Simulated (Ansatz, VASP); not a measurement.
# Al3Ga5As8 (random alloy of the zinc-blende GaAs-AlAs line, x = 0.375) in two plane-wave programs, part 2 of 2

Wanted: the spread between two codes on one cell, functional and k mesh. Of the first pair: The structure shown is the start of the Ansatz relaxation below; VASP solves that cell, so the two are compared at the walk's first step.

VASP 6.6.1 and Ansatz 0.2.0.

So far: Starting point; Ansatz: relaxation, PBE.

### Step 3. VASP: single point, PBE, start cell, pair 1

Level of this step: PBE; plane waves and PAW (Ga_d, As, Al) (VASP).

The same cell, functional, mesh and smearing now go to VASP, with its own data sets.

Lines of VASP's logs that name or quote its potential files are left out, and so is its time.

Input file INCAR:

```
SYSTEM = Al3Ga5As8
PREC = Accurate
ENCUT = 400
EDIFF = 1E-06
NELM = 120
ISMEAR = -1
SIGMA = 0.025
LREAL = Auto
ALGO = Normal
GGA = PE
NBANDS = 272
LORBIT = 11
LWAVE = .FALSE.
LCHARG = .FALSE.
ISIF = 2
LASPH = .TRUE.
GGA_COMPAT = .FALSE.
EFERMI = MIDGAP
NCORE = 2
```

Input file POSCAR:

```
Al3Ga5As8
1.0
   11.4850000000      0.0000000000      0.0000000000
    0.0000000000     11.4850000000      0.0000000000
    0.0000000000      0.0000000000     11.4850000000
Ga As Al
20 32 12
Direct
    0.0028297780      0.9989290379      0.9990770570
    0.2500740096      0.2510056596      0.9980757510
    0.0015672616      0.9988071397      0.4997910318
    0.9987984327      0.2493077928      0.7488027862
    0.2486983021      0.2529473226      0.5000870701
    0.9996430126      0.7510230736      0.2514584240
    0.0002786243      0.5015324336      0.5005485416
    0.0004005224      0.7513278189      0.7496125381
    0.2520940357      0.7503178058      0.4993469743
    0.4993992164      0.0000783631      0.9989203309
    0.5006965607      0.2510317806      0.2480888115
    0.7506138441      0.2477057031      0.9999303439
    0.5028297780      0.2505877231      0.7479059643
    0.5009229430      0.5002437963      0.0001393121
    0.4994601654      0.7457640401      0.2518067044
    0.7497605572      0.4997910318      0.2500304745
    0.7504309970      0.7494819330      0.0008619939
    0.5038136700      0.4967000435      0.4988680888
    0.7477840662      0.5005485416      0.7508837614
    0.7509795385      0.7504222899      0.5004875925
    0.1231258163      0.1265128428      0.1209925990
    0.1245711798      0.3775533304      0.3714061820
    0.3730779277      0.1247017849      0.3734697431
    0.3769873748      0.3765694384      0.1258772312
    0.1233696125      0.1245276448      0.6259207662
    0.1235263387      0.3738267305      0.8749760557
    0.3762908141      0.1246669569      0.8734523291
    0.3738876796      0.3753330431      0.6286634741
    0.1243883326      0.6230126252      0.1243883326
    0.1266173269      0.8754984763      0.3765433174
    0.3744797562      0.6258511101      0.3748715716
    0.3725729212      0.8724858511      0.1241184153
    0.1214801916      0.6244666957      0.6264431868
    0.1246495429      0.8753156291      0.8757074445
    0.3756639094      0.6252067915      0.8769699608
    0.3738876796      0.8757422725      0.6251284284
    0.6262168045      0.1242228994      0.1271310405
    0.6252938616      0.3762908141      0.3733391380
    0.8755507183      0.1264693078      0.3734958642
    0.8721898128      0.3769525468      0.1257117980
    0.6284283848      0.1217588158      0.6271484545
    0.6265041358      0.3746800174      0.8739486286
    0.8739138006      0.1259120592      0.8730082717
    0.8748193296      0.3765084893      0.6263125816
    0.6260774924      0.6253983457      0.1261906835
    0.6288114933      0.8757683936      0.3748280366
    0.8730518067      0.6241010013      0.3732607749
    0.8746974314      0.8767174576      0.1253722246
    0.6265737919      0.6294035699      0.6245711798
    0.6245015237      0.8761776230      0.8744362212
    0.8772485851      0.6248062690      0.8739225076
    0.8748715716      0.8770222029      0.6256421419
    0.0030387462      0.2486721811      0.2505616021
    0.2494383979      0.9993295603      0.2519721376
    0.2480539835      0.0004092294      0.7528863735
    0.0002089682      0.5010709621      0.0005224205
    0.2486895951      0.5021767523      0.2508924684
    0.2519721376      0.7526512843      0.0038136700
    0.2503526339      0.5002089682      0.7488289073
    0.7495428820      0.0000609491      0.2476099260
    0.4999564650      0.9986504136      0.5022202873
    0.7478624293      0.0009577710      0.7513800609
    0.7513974750      0.2500827166      0.4996778407
    0.5000783631      0.7496125381      0.7523204179
```

Input file KPOINTS:

```
Automatic mesh
0
Gamma
1 1 1
0 0 0
```

The projector-augmented-wave data sets are Ga_d, As and Al (PBE family, release 64).

On the command line:

```console
$ mpirun -np 8 vasp_gam
```

Numbers of over 12 decimals in the logs are rounded to 6 here.

The log of the run:

```text
[banner, memory and clock lines left out]
running    8 mpi-ranks, on    1 nodes
[...]
LDA part: xc-table for (Slater+PW92), standard interpolation
 POSCAR, INCAR and KPOINTS ok, starting setup
[...]
entering main loop
       N       E                     dE             d eps       ncg     rms          rms(c)
DAV:   1     0.654521966622E+04    0.65452E+04   -0.15362E+05   560   0.203E+03
DAV:   2     0.134715456031E+04   -0.51981E+04   -0.50624E+04   592   0.605E+02
DAV:   3    -0.888301841193E+02   -0.14360E+04   -0.13576E+04   728   0.212E+02
DAV:   4    -0.267396152140E+03   -0.17857E+03   -0.17340E+03   680   0.739E+01
[...]
DAV:  16    -0.272428811416E+03   -0.58898E-05   -0.55628E-05   656   0.285E-02    0.475E-03
DAV:  17    -0.272428812631E+03   -0.12147E-05   -0.10576E-05   448   0.173E-02    0.299E-03
DAV:  18    -0.272428812689E+03   -0.57938E-07   -0.14225E-06   368   0.215E-02
   1 F= -.27242881E+03 E0= -.27242881E+03  d E =-.185071E-05
```

OUTCAR, selected parts (step 3):

```text
  Total        1.1103235      1.1581035      1.1118295      0.7015421      0.9650183     -0.6944146
  in kB        1.1742677      1.2247994      1.1758604      0.7419444      1.0205943     -0.7344064
  external PRESSURE =       1.1916425 kB  Pullay stress =       0.0000000 kB

 POSITION                                       TOTAL-FORCE (eV/Angst)
 -----------------------------------------------------------------------------------
      0.03250     11.47270     11.47440        -0.474656      0.173340     -0.062849
      2.87210      2.88280     11.46290         0.187942      0.013672      0.074068
      0.01800     11.47130      5.74010        -0.228529      0.184085      0.008283
     11.47120      2.86330      8.60000        -0.004506      0.107029      0.054813
      2.85630      2.90510      5.74350        -0.017475     -0.161501     -0.037768
     11.48090      8.62550      2.88800         0.011268     -0.081095     -0.113590
      0.00320      5.76010      5.74880        -0.226399     -0.127318     -0.162929
      0.00460      8.62900      8.60930        -0.184602      0.061268      0.031265
      2.89530      8.61740      5.73500        -0.246890     -0.111438      0.257989
      5.73560      0.00090     11.47260        -0.009286     -0.013592      0.207951
      5.75050      2.88310      2.84930        -0.110988     -0.119975      0.165569
      8.62080      2.84490     11.48420        -0.001556      0.198131      0.050732
      5.77500      2.87800      8.58970        -0.063091     -0.143865      0.149445
      5.75310      5.74530      0.00160         0.118986     -0.039931     -0.011022
[...]
-----------------------------------------------------------------------------------
    total drift:                                0.003430     -0.018361      0.008333

  FREE ENERGIE OF THE ION-ELECTRON SYSTEM (eV)
  ---------------------------------------------------
  free  energy   TOTEN  =      -272.4288126887 eV

  energy  without entropy=     -272.4288108380  energy(sigma->0) =     -272.42881176

[... 2 further parts left out ...]
```

The run ends at a pressure of 0.12 GPa, with forces up to 0.81 eV/Å.

### Step 4. Side by side

Known differences besides the potentials themselves: the data sets hold 776 valence electrons in Ansatz (on its default PAW (the set named soft_2) files) and 456 in VASP; the cutoff is 420 eV in Ansatz and 400 eV in VASP (PREC = Accurate, projectors in real space). Total energies have different zeros and are not compared.

Forces on 9 of the 64 atoms, those with the largest forces and the largest differences (eV/Å; atoms numbered as in POSCAR):

| atom | Ansatz x, y, z | VASP x, y, z |
| --- | --- | --- |
| Ga18 | -0.332, 0.392, 0.284 | -0.335, 0.395, 0.287 |
| As21 | 0.409, -0.204, 0.452 | 0.413, -0.206, 0.457 |
| As32 | 0.416, 0.454, 0.497 | 0.424, 0.464, 0.508 |
| As33 | 0.569, 0.141, -0.172 | 0.578, 0.144, -0.173 |
| As40 | 0.410, -0.289, -0.040 | 0.424, -0.292, -0.046 |
| As41 | -0.313, 0.366, -0.474 | -0.316, 0.368, -0.481 |
| As46 | -0.441, -0.015, -0.031 | -0.455, -0.013, -0.031 |
| Al53 | -0.411, 0.224, -0.270 | -0.413, 0.227, -0.272 |
| Al58 | -0.414, -0.478, -0.428 | -0.418, -0.481, -0.432 |

The forces differ by 4.0 meV/Å r.m.s., which is 1.8 % of the r.m.s. force of 0.217 eV/Å (both taken over all components).

### Step 5. Ansatz: relaxation, PBE

This run makes the geometry at which the two programs are then compared.

The structure compared here is the end of the Ansatz relaxation.

This is the run of step 2 again, met here at its other cell.

### Step 6. VASP: single point, PBE, relaxed cell, pair 2

The same cell, functional, mesh and smearing now go to VASP, with its own data sets.

INCAR, as its differences from that of step 3:

```diff
@@ -2,3 +2,3 @@
 PREC = Accurate
-ENCUT = 400
+ENCUT = 500
 EDIFF = 1E-06
```

Input file POSCAR:

```
Al3Ga5As8
1.0
   11.4839780000     -0.0004360000      0.0007140000
   -0.0004360000     11.4848490000     -0.0004840000
    0.0007140000     -0.0004840000     11.4860860000
Ga As Al
20 32 12
Direct
    0.0003900000      0.0002100000      0.0001200000
    0.2500900000      0.2503800000      0.0001100000
    0.0000900000      0.0001800000      0.5001200000
    0.0001800000      0.2502700000      0.7501300000
    0.2501800000      0.2501500000      0.4998800000
    0.0002000000      0.7502200000      0.2500600000
    0.0002900000      0.5001600000      0.5001100000
    0.0001800000      0.7503000000      0.7500600000
    0.2502100000      0.7504500000      0.5000700000
    0.4999500000      0.0001700000      0.9999500000
    0.5002200000      0.2501600000      0.2499300000
    0.7503000000      0.2501700000      0.0001300000
    0.5001100000      0.2502000000      0.7499100000
    0.5000400000      0.5002400000      0.9999700000
    0.5000600000      0.7503700000      0.2501100000
    0.7502000000      0.5000700000      0.2500300000
    0.7502100000      0.7504100000      0.9999600000
    0.5002100000      0.5002300000      0.4999900000
    0.7503100000      0.5003400000      0.7499400000
    0.7499400000      0.7502600000      0.5001900000
    0.1252800000      0.1252500000      0.1259200000
    0.1252800000      0.3751600000      0.3742600000
    0.3752200000      0.1243900000      0.3750400000
    0.3747900000      0.3756700000      0.1256000000
    0.1255700000      0.1248200000      0.6254600000
    0.1251500000      0.3760200000      0.8749500000
    0.3745800000      0.1249900000      0.8746700000
    0.3746100000      0.3756400000      0.6253900000
    0.1255900000      0.6248800000      0.1247600000
    0.1255900000      0.8757800000      0.3746300000
    0.3746900000      0.6248500000      0.3746500000
    0.3742800000      0.8752800000      0.1250900000
    0.1256500000      0.6249000000      0.6253700000
    0.1260100000      0.8753100000      0.8750800000
    0.3746400000      0.6255800000      0.8746100000
    0.3754600000      0.8757700000      0.6255200000
    0.6254900000      0.1246400000      0.1252800000
    0.6255500000      0.3749100000      0.3753200000
    0.8747900000      0.1254100000      0.3745700000
    0.8758500000      0.3752700000      0.1251200000
    0.6255600000      0.1247800000      0.6247200000
    0.6252500000      0.3752200000      0.8749900000
    0.8748400000      0.1246600000      0.8746700000
    0.8747700000      0.3748700000      0.6247500000
    0.6252500000      0.6251900000      0.1251500000
    0.6250900000      0.8759900000      0.3749800000
    0.8750400000      0.6252700000      0.3751200000
    0.8747600000      0.8757400000      0.1255300000
    0.6247500000      0.6254800000      0.6255600000
    0.6251200000      0.8752900000      0.8742800000
    0.8754600000      0.6248800000      0.8753600000
    0.8747500000      0.8756500000      0.6255900000
    0.9999500000      0.2501000000      0.2501900000
    0.2504200000      0.0004800000      0.2498900000
    0.2500900000      0.9999800000      0.7499600000
    0.0002400000      0.5002600000      0.0002900000
    0.2497600000      0.5004100000      0.2500900000
    0.2501600000      0.7500300000      0.0001500000
    0.2502200000      0.5002500000      0.7503200000
    0.7501600000      0.0002300000      0.2503800000
    0.5001600000      0.0001900000      0.5002500000
    0.7497500000      0.0004000000      0.7501100000
    0.7502000000      0.2498100000      0.5000200000
    0.4998100000      0.7502800000      0.7502100000
```

KPOINTS is that of step 3.

On the command line:

```console
$ mpirun -np 8 vasp_gam
```

The log of the run:

```text
[... set-up lines as in an earlier step ...]
 entering main loop
       N       E                     dE             d eps       ncg     rms          rms(c)
DAV:   1     0.708476445324E+04    0.70848E+04   -0.17402E+05   552   0.232E+03
DAV:   2     0.174535636817E+04   -0.53394E+04   -0.51513E+04   544   0.683E+02
DAV:   3    -0.296923473280E+02   -0.17750E+04   -0.16770E+04   728   0.243E+02
DAV:   4    -0.264294148564E+03   -0.23460E+03   -0.22706E+03   680   0.843E+01
[...]
DAV:  15    -0.272758272842E+03   -0.73928E-05   -0.59705E-05   640   0.772E-02    0.434E-03
DAV:  16    -0.272758276581E+03   -0.37390E-05   -0.33317E-05   648   0.205E-02    0.299E-03
DAV:  17    -0.272758277240E+03   -0.65826E-06   -0.28246E-06   424   0.162E-02
   1 F= -.27275828E+03 E0= -.27275828E+03  d E =-.146796E-05
```

From OUTCAR (step 6):

```text
  Total        1.7353790      1.6987157      1.6434651      0.0364392      0.0541491     -0.0620456
  in kB        1.8353344      1.7965594      1.7381264      0.0385380      0.0572680     -0.0656193
  external PRESSURE =       1.7900068 kB  Pullay stress =       0.0000000 kB

 POSITION                                       TOTAL-FORCE (eV/Angst)
 -----------------------------------------------------------------------------------
      0.00448      0.00241      0.00138        -0.000970      0.003775      0.001085
      2.87192      2.87547      0.00132        -0.000148      0.001557      0.002095
      0.00139      0.00183      5.74442        -0.001186      0.002205     -0.001878
      0.00249      2.87395      8.61594        -0.000418      0.001117      0.000418
      2.87331      2.87258      5.74172         0.001264      0.001819      0.000831
      0.00215      8.61604      2.87185         0.001806      0.005941     -0.003149
      0.00347      5.74402      5.74406         0.002974      0.000160      0.000097
      0.00228      8.61672      8.61489         0.003106     -0.000276     -0.002392
      2.87344      8.61845      5.74366        -0.002611     -0.003763      0.000814
      5.74213      0.00125     11.48587         0.003120      0.004389      0.000588
      5.74458      2.87271      2.87095        -0.002122      0.000140      0.001207
      8.61632      2.87284      0.00191         0.000363     -0.002436      0.002679
      5.74368      2.87293      8.61377        -0.001603     -0.000496     -0.001968
      5.74294      5.74448     11.48586        -0.003299      0.001259      0.002930
[...]
-----------------------------------------------------------------------------------
    total drift:                               -0.018935     -0.039609     -0.017331

  FREE ENERGIE OF THE ION-ELECTRON SYSTEM (eV)
  ---------------------------------------------------
  free  energy   TOTEN  =      -272.7582772395 eV

  energy  without entropy=     -272.7582757716  energy(sigma->0) =     -272.75827651

[... 1 part as in an earlier step ...]

[... 1 further part left out ...]
```

The run ends at a pressure of 0.18 GPa, with forces up to 0.011 eV/Å.

### Step 7. Differences

What differs besides the data sets and the points named for the pairs above, as far as they apply: the data sets hold 776 valence electrons in Ansatz (on its default PAW (the set named soft_2) files) and 456 in VASP; the cutoff is 420 eV in Ansatz and 500 eV in VASP (PREC = Accurate, projectors in real space). Total energies have different zeros and are not compared.

The two programs side by side:

```csv
quantity,Ansatz,VASP,difference
pressure (GPa),0.02,0.18,-0.16
gap on the k mesh (eV),0.716,0.719,-0.003
```

The largest component of a force difference here is 7 meV/Å. A gap on the mesh is an upper bound, since the band edges may lie between its points.

### Step 8. Results

```yaml
r_m_s_force_difference_single_point_pbe_start_cell_pair_1: 1.8 % of the r.m.s. force
difference_in_gap_on_the_k_mesh_single_point_pbe_relaxed_cell_pair_2: -0.0028 eV
```

The r.m.s. force difference is 1.8 % of the r.m.s. force (single point, PBE, start cell, pair 1), within the 3 % picked in this series as the mark of a large difference. The data sets hold unlike numbers of valence electrons (776 in Ansatz and 456 in VASP), so part of the differences may come from the potentials. Such differences can come from data sets, numerical settings and the points named under the comparisons, not from the functional's error against experiment.

[Lines on the potential files, build, host, timing and source positions are cut from VASP's logs without a mark.]

[Logs are printed without paths, hosts, clocks, repeated set-up lines and the standing remarks that a program may print on its own settings, such as how far it seeks lower states.]

[Hosts, paths, dates, database ids (printed as entryN), source tags and the programs' standing remarks are cut or masked in the printed files.]
